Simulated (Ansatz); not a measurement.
Write the native input for Ansatz 0.2.0 that does the following.

| Quantity | Value |
| --- | --- |
| Task | single point |
| Functional | PBE |
| Potentials or basis | all-electron LAPW, scalar-relativistic |
| Cutoff | 189 eV (chosen from the basis error) |
| Basis error allowed | 0.001 eV/atom |
| k mesh | 12 × 12 × 11 |
| Occupations | fermi-dirac, width 0.05 eV |
| Spin | no spin polarisation |

The system is Si.

```
Si
1.0
     2.62054    0.00000    0.00000
    -1.31027    2.26946    0.00000
     0.00000    0.00000    2.46635
Si
1
Cartesian
  0.0000 0.0000 0.0000
```

This isn't the form of Si at room conditions, which is diamond.

These files were run (other wordings do the same):

input.yaml

```yaml
crystal:
  lattice:
    - [2.6205428149, 0.0, 0.0]
    - [-1.3102714075, 2.2694566494, 0.0]
    - [0.0, 0.0, 2.46635439]
  atoms:
    - { symbol: Si, position: [0.0, 0.0, 0.0] }
kpoints:
  mp_grid: { grid: [12, 12, 11] }
scf:
  occupations: { method: fermi_dirac, width: 0.05 }
hamiltonian:
  xc: pbe
  pseudopotentials: { kind: all_electron, lapw: { basis_error: 0.001 } }
output:
  forces: true
  stress: true
  eigenvalues: true
  populations: true
```

Potentials or basis: all-electron LAPW, scalar-relativistic.

Launch:

```sh
$ ansatz run input.yaml --threads 1 --pin off --max-ram 3072MiB --backend cpu --events-out ev --progress --plain --runs-dir out
```

It gave:

The pressure is 3.1 GPa and the band gap on the k mesh is none (metal or under the smearing width).

It took 4.4 s on 1 thread of Arm Neoverse N1, with other jobs on the host, peak memory 0.21 GiB.
